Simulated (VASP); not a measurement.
# TaN (Fm-3m) in VASP: notebook

Runs on TaN. Level: PBE. Tasks: relaxation of cell and atoms.

All numbers are computed with VASP 6.6.1; they aren't measurements. Logs are shortened: lines on timing, memory, paths and dates and some standing lists are left out, and cuts for length are marked.

### 1 Starting point

Symmetry: Fm-3m, No. 225, cubic system. The conventional cell has a = 4.423 Å, b = 4.423 Å, c = 4.423 Å, α = 90.00°, β = 90.00°, γ = 90.00°. Ta (site symmetry m-3m) is surrounded by 6 N at 2.21 Å. N (site symmetry m-3m) has 6 Ta at 2.21 Å as nearest neighbours.

The cell comes from a database or a generator and needn't be the stable form of this composition.

### 2 Relaxation of cell and atoms, PBE

File INCAR:

```
PREC = Accurate
ENCUT = 520
EDIFF = 1E-7
ISMEAR = 0
SIGMA = 0.02
LREAL = False
LASPH = True
NELM = 80
ALGO = Fast
ISIF = 3
LWAVE = False
LCHARG = False
GGA = PE
IBRION = 2
NSW = 80
EDIFFG = -0.002
```

File KPOINTS:

```
regular mesh
0
Gamma
  4 4 4
```

File POSCAR:

```
TaN
1.0
    0.0000000000      2.2113230000      2.2113230000
    2.2113230000      0.0000000000      2.2113230000
    2.2113230000      2.2113230000      0.0000000000
Ta N
1 1
Direct
    0.5000000000      0.5000000000      0.5000000000
    0.0000000000      0.0000000000      0.0000000000
```

Potentials or basis: VASP PAW PBE potentials, release 64 (Ta_pv, N).

Run with:

```bash
$ cat potpaw_PBE.64/Ta_pv/POTCAR potpaw_PBE.64/N/POTCAR > POTCAR
$ mpirun -np 1 vasp_std > vasp.out
```

OUTCAR:

```text
PREC = Accurate
   ENCUT = 520
   EDIFF = 1E-7
   ISMEAR = 0
   LREAL = False
   LASPH = True
   NELM = 80
   ISIF = 3
   GGA = PE
   IBRION = 2
   NSW = 80
   EDIFFG = -0.002

 ion  position               nearest neighbor table
   1  0.500  0.500  0.500-   2 2.21   2 2.21   2 2.21   2 2.21   2 2.21   2 2.21
   2  0.000  0.000  0.000-   1 2.21   1 2.21   1 2.21   1 2.21   1 2.21   1 2.21

  LATTYP: Found a face centered cubic cell.
 ALAT       =     4.4226460000

  Lattice vectors:

 A1 = (   0.0000000000,   2.2113230000,   2.2113230000)
 A2 = (   2.2113230000,   0.0000000000,   2.2113230000)
 A3 = (   2.2113230000,   2.2113230000,   0.0000000000)

Analysis of symmetry for initial positions (statically):
=====================================================================
 Subroutine PRICEL returns:
 Original cell was already a primitive cell.

 Routine SETGRP: Setting up the symmetry group for a
 face centered cubic supercell.

 Subroutine GETGRP returns: Found 48 space group operations
 (whereof 48 operations were pure point group operations)
 out of a pool of 48 trial point group operations.

The static configuration has the point symmetry O_h .

Analysis of symmetry for dynamics (positions and initial velocities):
=====================================================================
 Subroutine PRICEL returns:
 Original cell was already a primitive cell.

 Routine SETGRP: Setting up the symmetry group for a
 face centered cubic supercell.

 Subroutine GETGRP returns: Found 48 space group operations
 (whereof 48 operations were pure point group operations)
 out of a pool of 48 trial point group operations.

The dynamic configuration has the point symmetry O_h .

 Subroutine INISYM returns: Found 48 space group operations
 (whereof 48 operations are pure point group operations),
 and found     1 'primitive' translations

----------------------------------------------------------------------------------------

                                     Primitive cell

  volume of cell :      21.6265

  direct lattice vectors                    reciprocal lattice vectors
     0.000000000  2.211323000  2.211323000    -0.226108985  0.226108985  0.226108985
     2.211323000  0.000000000  2.211323000     0.226108985 -0.226108985  0.226108985
     2.211323000  2.211323000  0.000000000     0.226108985  0.226108985 -0.226108985

  length of vectors
[... 58 lines left out ...]
   ICHARG =      2    charge: 1-file 2-atom 10-const
   ISPIN  =      1    spin polarized calculation?
   LNONCOLLINEAR =      F non collinear calculations
   LSORBIT =      F    spin-orbit coupling
   LASPH  =      T    aspherical Exc in radial PAW
   ENCUT  =  520.0 eV  38.22 Ry    6.18 a.u.   5.81  5.81  5.81*2*pi/ulx,y,z
   NELM   =     80;   NELMIN=  2; NELMDL= -5     # of ELM steps
   EDIFF  = 0.1E-06   stopping-criterion for ELM
   LREAL  =      F    real-space projection
   EDIFFG = -.2E-02   stopping-criterion for IOM
   NSW    =     80    number of steps for IOM
   IBRION =      2    ionic relax: 0-MD 1-quasi-New 2-CG
   NFREE  =      1    steps in history (QN), initial steepest desc. (CG)
   ISIF   =      3    stress and relaxation
   ISYM   =      2    0-nonsym 1-usesym 2-fastsym
   POTIM  = 0.5000    time-step for ionic-motion
   TEBEG  =    0.0;   TEEND  =   0.0 temperature during run
   PSTRESS=    0.0 pullay stress
   NELECT =      16.0000    total number of electrons
   NUPDOWN=      -1.0000    fix difference up-down
   EMIN   =  10.00;   EMAX   =-10.00  energy-range for DOS
   EFERMI =   0.00;   METHOD = LEGACY
   ISMEAR =     0;   SIGMA  =   0.02  broadening in eV -4-tet -1-fermi 0-gaus
   EFERMI_NEDOS =   21; number of points for ismear=-14 and -15
   IALGO  =     68    algorithm
   IMIX   =      4    mixing-type and parameters
     AMIX     =   0.40;   BMIX     =  1.00
     AMIX_MAG =   1.60;   BMIX_MAG =  1.00
  volume/ion in A,a.u.               =      10.81        72.97
  Fermi-wavevector in a.u.,A,eV,Ry     =   1.480651  2.798024 29.828417  2.192327
  Thomas-Fermi vector in A             =   2.594659
   LORBIT       =      0    0 simple, 1 ext, 2 COOP (PROOUT), +10 PAW based schemes
   GGA     = PE    functional components
   LHFCALC =     F    Hartree Fock is set to
   AEXX    =    0.0000 exact exchange contribution
   IVDW    =     0    specifies the selected vdW correction
   LEPSILON=     F    determine dielectric tensor
   LRPA    =     F    only Hartree local field effects (RPA)
 conjugate gradient relaxation of ions
 non-spin polarized calculation
 RMM-DIIS sequential band-by-band and
 Gauss-broadening in eV      SIGMA  =   0.02
  energy-cutoff  :      520.00
  volume of cell :       21.63
 maximum number of plane-waves:       604
   NGX = 11   NGY = 11   NGZ = 11

--------------------------------------- Ionic step        1  -------------------------------------------

 number of electron      16.0000003 magnetization

 Free energy of the ion-electron system (eV)
  ---------------------------------------------------
  ext. energy  EPLUGINS =         0.00000000
  ---------------------------------------------------
  free energy    TOTEN  =       -21.77907551 eV

  energy without entropy =      -21.77714723  energy(sigma->0) =      -21.77811137

------------------------ aborting loop because EDIFF is reached ----------------------------------------

  FORCE on cell =-STRESS in cart. coord.  units (eV):
  Direction    XX          YY          ZZ          XY          YZ          ZX
  --------------------------------------------------------------------------------------
  -------------------------------------------------------------------------------------
  Total        0.0837887      0.0837887      0.0837887      0.0000000      0.0000000      0.0000000
  in kB        6.2073987      6.2073987      6.2073987      0.0000000      0.0000000      0.0000000
  external PRESSURE =       6.2073987 kB  Pullay stress =       0.0000000 kB
[... 59 lines left out ...]
--------------------------------------- Ionic step        3  -------------------------------------------

 number of electron      16.0000003 magnetization

 Free energy of the ion-electron system (eV)
  ---------------------------------------------------
  ext. energy  EPLUGINS =         0.00000000
  ---------------------------------------------------
  free energy    TOTEN  =       -21.77914629 eV

  energy without entropy =      -21.77721801  energy(sigma->0) =      -21.77818215

 E-fermi :   9.1383     XC(G=0): -13.3351

 val. band max:        8.9823831373   @ k =   0.2500   0.0000   0.0000
 cond. band min:       9.1443910802   @ k =  -0.2500   0.5000   0.2500
 fundamental gap:      0.1620079429
 Fermi energy:         9.1383001081

 k-point     1 :       0.0000    0.0000    0.0000
  band No.  band energies     occupation
      1     -26.4069      2.00000
      2     -26.4069      2.00000
      3     -26.4069      2.00000
      4      -9.4445      2.00000
      5       5.4646      2.00000
      6       5.4646      2.00000
      7       5.4646      2.00000
      8       7.3105      2.00000
      9       7.3105      2.00000
     10       7.3105      2.00000
     11       9.4267      0.00000
     12      10.6569      0.00000
[... 132 lines left out ...]
  FREE ENERGIE OF THE ION-ELECTRON SYSTEM (eV)
  ---------------------------------------------------
  free  energy   TOTEN  =       -21.7791462922 eV

  energy  without entropy=      -21.7772180132  energy(sigma->0) =      -21.77818215

 reached required accuracy - stopping structural energy minimisation
```

OSZICAR:

```text
N       E                     dE             d eps       ncg     rms          rms(c)
DAV:   1     0.866387776167E+02    0.86639E+02   -0.94264E+03   192   0.141E+03
DAV:   2    -0.214602964330E+02   -0.10810E+03   -0.10110E+03   216   0.335E+02
DAV:   3    -0.247525579389E+02   -0.32923E+01   -0.32472E+01   232   0.542E+01
[... 29 lines left out ...]
RMM:   4    -0.217791424622E+02   -0.93436E-05   -0.56663E-05   198   0.923E-02    0.721E-03
RMM:   5    -0.217791452136E+02   -0.27514E-05   -0.14796E-05   193   0.349E-02    0.784E-03
RMM:   6    -0.217791466600E+02   -0.14464E-05   -0.28740E-06   192   0.185E-02    0.478E-03
RMM:   7    -0.217791463148E+02    0.34518E-06   -0.90262E-07   175   0.101E-02    0.112E-03
RMM:   8    -0.217791462922E+02    0.22583E-07   -0.20616E-07   121   0.448E-03
   3 F= -.21779146E+02 E0= -.21778182E+02  d E =-.707809E-04
```

CONTCAR:

```text
TaN
   1.00000000000000
     0.0000000000000000    2.2126539169144599    2.2126539169144599
     2.2126539169144599    0.0000000000000000    2.2126539169144599
     2.2126539169144599    2.2126539169144599    0.0000000000000000
  Ta              N
     1     1
Direct
     0.5000000000000000    0.5000000000000000    0.5000000000000000
     0.0000000000000000    0.0000000000000000    0.0000000000000000

  0.00000000E+00  0.00000000E+00  0.00000000E+00
  0.00000000E+00  0.00000000E+00  0.00000000E+00
```

Run time: 4.9 s. Hardware: 1 thread of Intel Xeon 6975P-C (Granite Rapids), shared host; peak memory 0.14 GiB.

What came out:

| Item | Value |
| --- | --- |
| Free energy | -21.7791 eV |
| Relaxed volume | 10.83 Å³/atom |
| Relaxed cell | a = 3.129 Å, b = 3.129 Å, c = 3.129 Å, α = 60.00°, β = 60.00°, γ = 60.00° |
| Space group after relaxing (to 0.05 Å) | Fm-3m (No. 225) |
| Energy gained by relaxing | 0.0 meV/atom |
| Ionic steps | 3 |
| Pressure after relaxing | 0.0 GPa |
| Band gap on the k mesh | none (metal or under the smearing width) |

Final structure:
```
Ta N
1.0
     0.00000    2.21265    2.21265
     2.21265    0.00000    2.21265
     2.21265    2.21265    0.00000
Ta N
1 1
Direct
  0.50000 0.50000 0.50000
  0.00000 0.00000 0.00000
```

Caveat: the k mesh is coarse (spacing up to 0.62 Å⁻¹), so the values aren't converged. The run has no spin-orbit coupling, so splittings on Ta are missing.

### 3 Relaxation of cell and atoms, PBE

INCAR is that of step 2.

KPOINTS is that of step 2.

File POSCAR:

```
TaN                                     
1.0
    0.0000000000      2.2126539169      2.2126539169
    2.2126539169      0.0000000000      2.2126539169
    2.2126539169      2.2126539169      0.0000000000
  Ta              N             
     1     1
Direct
     0.5000000000000000    0.5000000000000000    0.5000000000000000
     0.0000000000000000    0.0000000000000000    0.0000000000000000
```

Potentials or basis: VASP PAW PBE potentials, release 64 (Ta_pv, N).

Run with:

```bash
$ cat potpaw_PBE.64/Ta_pv/POTCAR potpaw_PBE.64/N/POTCAR > POTCAR
$ mpirun -np 1 vasp_std > vasp.out
```

OUTCAR:

```text
PREC = Accurate
   ENCUT = 520
   EDIFF = 1E-7
   ISMEAR = 0
   LREAL = False
   LASPH = True
   NELM = 80
   ISIF = 3
   GGA = PE
   IBRION = 2
   NSW = 80
   EDIFFG = -0.002

 ion  position               nearest neighbor table
   1  0.500  0.500  0.500-   2 2.21   2 2.21   2 2.21   2 2.21   2 2.21   2 2.21
   2  0.000  0.000  0.000-   1 2.21   1 2.21   1 2.21   1 2.21   1 2.21   1 2.21

  LATTYP: Found a face centered cubic cell.
 ALAT       =     4.4253078338

  Lattice vectors:

 A1 = (   0.0000000000,   2.2126539169,   2.2126539169)
 A2 = (   2.2126539169,   0.0000000000,   2.2126539169)
 A3 = (   2.2126539169,   2.2126539169,   0.0000000000)

Analysis of symmetry for initial positions (statically):
=====================================================================
 Subroutine PRICEL returns:
 Original cell was already a primitive cell.

 Routine SETGRP: Setting up the symmetry group for a
 face centered cubic supercell.

 Subroutine GETGRP returns: Found 48 space group operations
 (whereof 48 operations were pure point group operations)
 out of a pool of 48 trial point group operations.

[... 161 lines left out ...]
      5       5.4637      2.00000
      6       5.4637      2.00000
      7       5.4637      2.00000
      8       7.3108      2.00000
      9       7.3108      2.00000
     10       7.3108      2.00000
     11       9.4270      0.00000
     12      10.6565      0.00000
[... 91 lines left out ...]
 k-point     8 :      -0.2500    0.5000    0.2500
  band No.  band energies     occupation
      1     -26.8815      2.00000
      2     -26.8815      2.00000
      3     -26.6960      2.00000
      4      -7.5791      2.00000
      5       1.9360      2.00000
      6       2.5820      2.00000
      7       2.5820      2.00000
      8       9.1443      0.66669
      9       9.1443      0.66664
     10      12.8379      0.00000
     11      13.2573      0.00000
     12      13.7563      0.00000

------------------------ aborting loop because EDIFF is reached ----------------------------------------

  FORCE on cell =-STRESS in cart. coord.  units (eV):
  Direction    XX          YY          ZZ          XY          YZ          ZX
  --------------------------------------------------------------------------------------
  -------------------------------------------------------------------------------------
  Total        0.0038907      0.0038907      0.0038907      0.0000000     -0.0000000      0.0000000
  in kB        0.2877196      0.2877196      0.2877196      0.0000000     -0.0000000      0.0000000
  external PRESSURE =       0.2877196 kB  Pullay stress =       0.0000000 kB

 VOLUME and BASIS-vectors are now :
 -----------------------------------------------------------------------------
  energy-cutoff  :      520.00
  volume of cell :       21.67
      direct lattice vectors                 reciprocal lattice vectors
     0.000000000  2.212653917  2.212653917    -0.225972980  0.225972980  0.225972980
     2.212653917  0.000000000  2.212653917     0.225972980 -0.225972980  0.225972980
     2.212653917  2.212653917  0.000000000     0.225972980  0.225972980 -0.225972980

 POSITION                                       TOTAL-FORCE (eV/Angst)
 -----------------------------------------------------------------------------------
      2.21265      2.21265      2.21265        -0.000000     -0.000000     -0.000000
      0.00000      0.00000      0.00000         0.000000      0.000000      0.000000
 -----------------------------------------------------------------------------------
    total drift:                                0.000000     -0.000000     -0.000000

  FREE ENERGIE OF THE ION-ELECTRON SYSTEM (eV)
  ---------------------------------------------------
  free  energy   TOTEN  =       -21.7792279908 eV

  energy  without entropy=      -21.7772997118  energy(sigma->0) =      -21.77826385

 reached required accuracy - stopping structural energy minimisation
```

Wall time 2.3 s (1 thread of Intel Xeon 6975P-C (Granite Rapids), shared host); peak memory 0.14 GiB.

Results:

* Free energy: -21.7792 eV
* Pressure after relaxing: 0.0 GPa
* Band gap on the k mesh: none (metal or under the smearing width)

Final structure:
```cif
data_structure
_symmetry_space_group_name_H-M 'P 1'
_symmetry_Int_Tables_number 1
_cell_length_a 3.1292
_cell_length_b 3.1292
_cell_length_c 3.1292
_cell_angle_alpha 60.000
_cell_angle_beta 60.000
_cell_angle_gamma 60.000
_cell_volume 21.67
loop_
_atom_site_label
_atom_site_type_symbol
_atom_site_fract_x
_atom_site_fract_y
_atom_site_fract_z
_atom_site_occupancy
Ta1 Ta 0.50000 0.50000 0.50000 1
N1 N 0.00000 0.00000 0.00000 1
```

Caveat: the k mesh is coarse (spacing up to 0.61 Å⁻¹), so the values aren't converged; the relaxation stopped at its first step, so nothing moved. The run has no spin-orbit coupling, so splittings on Ta are missing.
